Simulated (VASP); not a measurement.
A run of VASP 6.6.1 is set up as follows.

INCAR

```
SYSTEM = GaN
PREC = Accurate
ENCUT = 600
EDIFF = 1E-6
ISMEAR = 0
SIGMA = 0.03
LREAL = .False.
LASPH = .True.
NELM = 80
ALGO = Normal
ISIF = 3
LWAVE = .False.
LCHARG = .False.
GGA = PS
IBRION = 2
NSW = 90
EDIFFG = -0.01
KPAR = 4
```

The input KPOINTS:

```
Automatic mesh
0
Gamma
  10 10 10
  0 0 0
```

Contents of POSCAR:

```
GaN
1.0
    0.0000000000      2.2535006075      2.2535006075
    2.2535006075      0.0000000000      2.2535006075
    2.2535006075      2.2535006075      0.0000000000
Ga N
1 1
Direct
    0.0000000000      0.0000000000      0.0000000000
    0.7500000000      0.7500000000      0.7500000000
```

Potentials or basis: VASP PAW PBE potentials, release 64 (Ga_d, N).

Run with:

```console
$ cat potpaw_PBE.64/Ga_d/POTCAR potpaw_PBE.64/N/POTCAR > POTCAR
$ mpirun -np 4 vasp_std > vasp.out
```

Q: Predict the relaxed cell.

A: a = 3.178 Å, b = 3.178 Å, c = 3.178 Å, α = 60.00°, β = 60.00°, γ = 60.00°.

Q: Estimate the band gap on the k mesh.

A: 1.74 eV, direct.

Q: Estimate the relaxed volume.

A: 11.35 Å³/atom.

Final structure:
```cif
data_structure
_symmetry_space_group_name_H-M 'P 1'
_symmetry_Int_Tables_number 1
_cell_length_a 3.1779
_cell_length_b 3.1779
_cell_length_c 3.1779
_cell_angle_alpha 60.000
_cell_angle_beta 60.000
_cell_angle_gamma 60.000
_cell_volume 22.69
loop_
_atom_site_label
_atom_site_type_symbol
_atom_site_fract_x
_atom_site_fract_y
_atom_site_fract_z
_atom_site_occupancy
Ga1 Ga 0.00000 0.00000 0.00000 1
N1 N 0.75000 0.75000 0.75000 1
```

Caveat: the PAW data sets were made with another functional, which shifts forces and pressure a little.
